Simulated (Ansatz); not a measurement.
Wurtzite SiC, relaxed with r2SCAN in Ansatz. The symmetry is P6_3mc (No. 186, hexagonal); a = 3.075 Å, c = 5.048 Å in the conventional setting, 10.34 Å³ an atom. Si is surrounded by 4 C at 1.88–1.90 Å; C is surrounded by 4 Si at 1.88–1.90 Å.

The axes x, y and z are those of this cell:
```yaml
crystal:
  lattice:
    - [3.07536, 0.00000, 0.00000]
    - [-1.53768, 2.66334, 0.00000]
    - [0.00000, 0.00000, 5.04811]
  atoms:
    - { symbol: Si, position: [0.33333, 0.66667, 0.99959] }
    - { symbol: Si, position: [0.66667, 0.33333, 0.49959] }
    - { symbol: C, position: [0.33333, 0.66667, 0.37541] }
    - { symbol: C, position: [0.66667, 0.33333, 0.87541] }
```

Unstrained: PBE gives an indirect gap of 2.277 eV, from Γ to K; the least direct gap is 3.978 eV at M. With r2SCAN the valence top lies at Γ and the conduction bottom at K, 2.653 eV higher; the smallest vertical gap, at M, is 4.476 eV. HSE06 gives an indirect gap of 3.160 eV, from Γ to K; the least direct gap is 5.060 eV at M. Meshes: PBE 12×12×6, r2SCAN 12×12×6, HSE06 6×6×4. Strains are changes of length per length. After each strain the atoms were relaxed again with r2SCAN within the symmetry that the strain leaves, so tilts or polar shifts that break it weren't tested; points keep the names that they have in the unstrained zone. No spin polarisation and no zero-point or thermal motion.

Task: Apply uniaxial +3.0 % along z, other directions held. How far does the gap move, against the unstrained cell?

Result: PBE: the gap goes from 2.277 to 2.144 eV (-0.133 eV); with r2SCAN the top three valence levels at Γ, grouped 2+1 from the top over 112 meV, become 2+1 over 360 meV. r2SCAN: the gap goes from 2.653 to 2.504 eV (-0.149 eV). HSE06: the gap goes from 3.160 to 3.021 eV (-0.139 eV). The r2SCAN energy rises by 15.9 meV an atom.

Task: Apply isotropic +5.0 % on every length. How far does the gap move, against the unstrained cell?

Result: PBE: the gap goes from 2.277 to 2.530 eV (+0.253 eV); with r2SCAN the top three valence levels at Γ, grouped 2+1 from the top over 112 meV, become 2+1 over 89 meV. r2SCAN: the gap goes from 2.653 to 2.860 eV (+0.207 eV). HSE06: the gap goes from 3.160 to 3.377 eV (+0.217 eV). The r2SCAN energy rises by 143.3 meV an atom.

Task: Apply epitaxial -1.0 % in the xy plane, free normal strain +0.18 %. How far does the gap move, against the unstrained cell?

Result: PBE: the gap goes from 2.277 to 2.153 eV (-0.124 eV); with r2SCAN the top three valence levels at Γ, grouped 2+1 from the top over 112 meV, become 2+1 over 235 meV. r2SCAN: the gap goes from 2.653 to 2.531 eV (-0.122 eV). HSE06: the gap goes from 3.160 to 3.040 eV (-0.120 eV). The r2SCAN energy rises by 4.2 meV an atom.

The meshes of the hybrids are coarse, so their gaps aren't converged to the digits shown.

The splittings at Γ are without spin-orbit coupling, which regroups them where it is of like size or larger.
